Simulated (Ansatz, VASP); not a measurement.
## C: VASP beside Ansatz

```xyz
3
Lattice="2.6585 0.0000 0.0000 0.0000 2.6585 0.0000 0.0000 0.0000 2.6585" Properties=species:S:1:pos:R:3 pbc="T T T"
C     1.3292    0.0000    0.0000
C     0.0000    1.3292    0.0000
C     0.0000    0.0000    1.3292
```

Alike in both runs: task single point; functional PBE; k mesh 6 × 6 × 6; occupations gaussian, width 0.1 eV; collinear spin.

|  | VASP | Ansatz |
| --- | --- | --- |
| version | VASP 6.6.1 | Ansatz 0.2.0 |
| potentials or method | VASP PAW PBE potentials, release 64 (C) | scalar-relativistic, plane waves, PAW |
| plane-wave cutoff (eV) | 520 | 420 |
| valence electrons in the cell | 12 | 12 |

```tsv
	VASP	Ansatz	Ansatz less VASP
gap on the k mesh at the Fermi level (eV)	none	none	-
pressure (GPa)	-0.1	-0.2	-0.02
net moment per atom (μB)	0.00	0.00	0.000
```

A gap of «none» marks a metal or a gap that the smearing closes. Ansatz warned: «seeded_moment_not_kept».

Caveats: the k mesh is coarse (spacing up to 0.39 Å⁻¹), so the values aren't converged.
